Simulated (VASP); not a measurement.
# AgCl in VASP 6.6.1, single-point calculation

INCAR

```
NBANDS = 16
SIGMA = 0.02
EDIFF = 1E-7
GGA = PE
LREAL = .FALSE.
ISMEER = 0
IBRION = -1
ISIF = 2
ENCUT = 520
LASPH = .TRUE.
NELM = 68
PREC = Accurate
NSW = 0
LWAVE = .FALSE.
LCHARG = .FALSE.
```

KPOINTS

```
KPOINTS created by Atomic Simulation Environment
0
Gamma
8 8 8
0 0 0
```

POSCAR

```
Ag Cl
 1.0000000000000000
     0.0205536243000000    3.0137998757000002    3.0137998757000002
     3.0137998757000002    0.0205536243000000    3.0137998757000002
     3.0137998757000002    3.0137998757000002    0.0205536243000000
 Ag  Cl
   1   1
Cartesian
  0.0072516024876572  0.0072516024876572  0.0072516024876572
  1.5047867414373421  1.5047867414373421  1.5047867414373421
```

The recommended PBE PAW datasets give the neutral cell 18 valence electrons.

Command

```
mpirun -np 1 vasp_std
```

OSZICAR

```
N       E                     dE             d eps       ncg     rms          rms(c)
DAV:   1     0.999843346942E+02    0.99984E+02   -0.83073E+03  2120   0.979E+02
DAV:   2    -0.151634448644E+01   -0.10150E+03   -0.94700E+02  2568   0.216E+02
DAV:   3    -0.560388486184E+01   -0.40875E+01   -0.40775E+01  2640   0.454E+01
DAV:   4    -0.563901155017E+01   -0.35127E-01   -0.35124E-01  2728   0.449E+00
DAV:   5    -0.563960782877E+01   -0.59628E-03   -0.59627E-03  2528   0.581E-01    0.553E+00
DAV:   6    -0.545284108089E+01    0.18677E+00   -0.28124E-01  2744   0.663E+00    0.382E+00
DAV:   7    -0.544962504578E+01    0.32160E-02   -0.10497E-01  2448   0.211E+00    0.196E+00
DAV:   8    -0.544949749367E+01    0.12755E-03   -0.58952E-03  2512   0.782E-01    0.261E-01
DAV:   9    -0.544970620951E+01   -0.20872E-03   -0.69889E-04  2560   0.351E-01    0.444E-02
DAV:  10    -0.544990141809E+01   -0.19521E-03   -0.24765E-04  2416   0.109E-01    0.383E-02
DAV:  11    -0.544991234939E+01   -0.10931E-04   -0.10808E-05  2792   0.225E-02    0.604E-03
DAV:  12    -0.544991309343E+01   -0.74403E-06   -0.79036E-07  2488   0.701E-03    0.184E-03
DAV:  13    -0.544991320110E+01   -0.10767E-06   -0.21685E-07  2704   0.416E-03    0.728E-04
DAV:  14    -0.544991320328E+01   -0.21844E-08   -0.15022E-08  1992   0.106E-03
   1 F= -.54499132E+01 E0= -.54499150E+01  d E =0.529079E-05
```

From OUTCAR

```
k-points           NKPTS =     65   k-points in BZ     NKDIM =     65   number of bands    NBANDS=     16

   NELECT =      18.0000    total number of electrons

   dimension x,y,z NGX =    32 NGY =   32 NGZ =   32
   dimension x,y,z NGXF=    64 NGYF=   64 NGZF=   64

  energy-cutoff  :      520.00
  volume of cell :       54.19
      direct lattice vectors                 reciprocal lattice vectors
     0.020553624  3.013799876  3.013799876    -0.167610388  0.166475055  0.166475055
     3.013799876  0.020553624  3.013799876     0.166475055 -0.167610388  0.166475055
     3.013799876  3.013799876  0.020553624     0.166475055  0.166475055 -0.167610388

 k-points in reciprocal lattice and weights: KPOINTS created by Atomic Simulation Env
   0.00000000  0.00000000  0.00000000       0.002
   0.12500000 -0.00000000 -0.00000000       0.012
   0.25000000 -0.00000000 -0.00000000       0.012
   0.37500000  0.00000000  0.00000000       0.012
   0.50000000 -0.00000000 -0.00000000       0.006
   0.12500000  0.12500000 -0.00000000       0.012
   0.25000000  0.12500000  0.00000000       0.023
   0.37500000  0.12500000 -0.00000000       0.023
   ...

 E-fermi :   1.6852

 k-point     1 :       0.0000    0.0000    0.0000
  band No.  band energies     occupation
      1     -13.1494      2.00000
      2      -2.4106      2.00000
      3      -2.3613      2.00000
      4      -2.3613      2.00000
      5      -0.4388      2.00000
      6      -0.4388      2.00000
      7       1.6494      2.02965
      8       1.6494      2.02965
      9       1.6706      1.94070
     10       2.9201      0.00000
     11       9.6748      0.00000
     12       9.7987      0.00000
     13       9.7987      0.00000
     14      14.2808      0.00000
     15      14.2808      0.00000
     16      14.4682      0.00000

 k-point     2 :       0.1250   -0.0000   -0.0000
  band No.  band energies     occupation
      1     -13.1240      2.00000
      2      -2.4148      2.00000
      3      -2.3681      2.00000
      4      -2.3341      2.00000
      5      -0.4437      2.00000
      6      -0.4421      2.00000
      7       1.2574      2.00000
      8       1.5813      2.00000
      9       1.5924      2.00000
     10       3.4255      0.00000
     11       9.3045      0.00000
     12       9.8377      0.00000
     13       9.9281      0.00000
     14      13.7231      0.00000
     15      13.7523      0.00000
     16      14.7911      0.00000

 k-point     3 :       0.2500   -0.0000   -0.0000
  band No.  band energies     occupation
      1     -13.0622      2.00000
      2      -2.4711      2.00000
      3      -2.2998      2.00000
      4      -2.2709      2.00000
      5      -0.4402      2.00000
      6      -0.4338      2.00000
      7       0.5819      2.00000
      8       1.3985      2.00000
      9       1.4064      2.00000
     10       4.3486      0.00000
     11       8.6041      0.00000
     12      10.0867      0.00000
     13      10.1218      0.00000
     14      13.4245      0.00000
     15      13.5086      0.00000
     16      14.0436      0.00000

 ...

  Total        0.2422399      0.2422399      0.2422399     -0.0075532     -0.0075532     -0.0075532
  in kB        7.1622340      7.1622340      7.1622340     -0.2233218     -0.2233218     -0.2233218
  external PRESSURE =       7.1622340 kB  Pullay stress =       0.0000000 kB

 POSITION                                       TOTAL-FORCE (eV/Angst)
 -----------------------------------------------------------------------------------
      0.00725      0.00725      0.00725        -0.001073     -0.001073     -0.001073
      1.50479      1.50479      1.50479         0.001073      0.001073      0.001073
 -----------------------------------------------------------------------------------
    total drift:                               -0.000114     -0.000114     -0.000114

  FREE ENERGIE OF THE ION-ELECTRON SYSTEM (eV)
  ---------------------------------------------------
  free  energy   TOTEN  =        -5.4499132033 eV

  energy  without entropy=       -5.4499184941  energy(sigma->0) =       -5.44991497
```

It converged. Results: gap between bands v and c on the k mesh 1.25 eV; least direct gap on the k mesh 1.25 eV; pressure 0.7 GPa. Band v is the last that the valence electrons fill when counted band by band, and c is the next.

One setting is odd (misspelt tag), but here it hardly changes the result.

On sound settings PBE gives a gap of 1.25 eV on its mesh and a pressure of 0.7 GPa for the intended cell. This run's energy (σ→0) differs from it by 0 meV an atom.

The run took about 54 s on one core of a shared host (Intel Xeon Platinum 8488C) and held 0.2 GiB at most.
